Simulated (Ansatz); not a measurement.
Results of revPBE (PAW; Ansatz, a first-principles code) for wurtzite BeO.

Run with plane-wave cutoff 520 eV, 18×18×8 k mesh (along the axes of the cell as run), Fermi–Dirac smearing 0.01 eV, scalar-relativistic PAW data made under PBE.

On both sides of the equilibrium volume: at 7.004 Å³/atom the pressure is 4.20 GPa and the direct gap at Γ 7.525 eV; at 7.290 Å³/atom they are -3.83 GPa and 7.122 eV. The fitted bulk modulus is 200 GPa.

**Question.** Work out the volume deformation potential of this gap and its pressure coefficient, in two ways.

**Answer.** a_V = dE_g/d ln V = (7.122 − 7.525)/ln(7.290/7.004) = -10.07 eV. Since dP = −B d ln V, dE_g/dP = −a_V/B = 50 meV/GPa. Straight from the pressures: (7.525 − 7.122)/(4.20 − (-3.83)) = 50 meV/GPa. At this level and over this range the gap at Γ widens under pressure.

Note: the bulk modulus comes from volumes at which shape and atoms were relaxed.
